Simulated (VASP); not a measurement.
# InP: kinetic-energy density

InP, F-43m (no. 216), 2 atoms in the cell. PBE; PAW potentials In_d, P (PBE set).

## Input

INCAR:
```
PREC = Accurate ; ENCUT = 520
EDIFF = 1E-7 ; ISMEAR = 0
SIGMA = 0.02 ; LREAL = False
LASPH = True ; ALGO = Normal
NELM = 100 ; ISIF = 2
LWAVE = False ; LCHARG = True
LTAU = True
```

KPOINTS:
```
k-points
0
Gamma
  7 7 7
```

POSCAR:
```
InP
1.0
    0.0000000000      2.9305000000      2.9305000000
    2.9305000000      0.0000000000      2.9305000000
    2.9305000000      2.9305000000      0.0000000000
In P
1 1
Direct
    0.0000000000      0.0000000000      0.0000000000
    0.7500000000      0.7500000000      0.7500000000
```

Commands:
```
cat potpaw_PBE.64/In_d/POTCAR potpaw_PBE.64/P/POTCAR > POTCAR
mpirun -np 1 vasp_std > vasp.out
```

## Result

- Kinetic energy of the pseudo orbitals (eV): 226.91

VASP 6.6.1 took 12 s on 1 core (AMD EPYC 9R45 (Zen 5)), a shared host.
